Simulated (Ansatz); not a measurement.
Slab: MoS2, a slab with vacuum.

```
CELL_PARAMETERS angstrom
3.18413 0.00000 0.00000
-1.59206 2.75753 0.00000
0.00000 0.00000 17.33460
ATOMIC_POSITIONS crystal
Mo 0.00000 0.00000 0.00000
S 0.33333 0.66667 0.91051
S 0.33333 0.66667 0.08949
```

* Program: Ansatz 0.2.0
* Task: single point
* Functional: PBE
* Potentials or basis: all-electron LAPW, scalar-relativistic
* Cutoff: 262 eV (chosen from the basis error)
* Basis error allowed: 0.001 eV/atom
* k mesh: 10 × 10 × 2
* Occupations: fermi-dirac, width 0.05 eV
* Spin: no spin polarisation

On this cell: largest force 0.219 eV/Å; band gap on the k mesh 1.73 eV, indirect (least direct gap 1.92 eV).

The same run follows on a disturbed copy (atoms moved at random, drawn with an rms of 0.05 Å):

```xyz
3
Lattice="3.1841 0.0000 0.0000 -1.5921 2.7575 0.0000 0.0000 0.0000 17.3346" Properties=species:S:1:pos:R:3 pbc="T T T"
Mo    0.0313   -0.0382   -0.0082
S     0.0027    1.8229   15.7841
S    -0.0186    1.8067    1.5519
```

**Question.** What does the disturbed cell give?

**Answer.** The energy moves by +6.8 meV/atom; largest force 0.886 eV/Å; band gap on the k mesh 1.72 eV, indirect (least direct gap 1.91 eV).

Forces in eV/Å, atoms in the order of the input:
```
Mo  -0.791  0.304  0.260
S    0.307 -0.223 -0.375
S    0.484 -0.082  0.115
```

Stress tensor (GPa, compression positive):
```
 0.40 -0.26  0.30
-0.26  0.20  0.23
 0.30  0.23  0.80
```

A k mesh can miss the band edges.
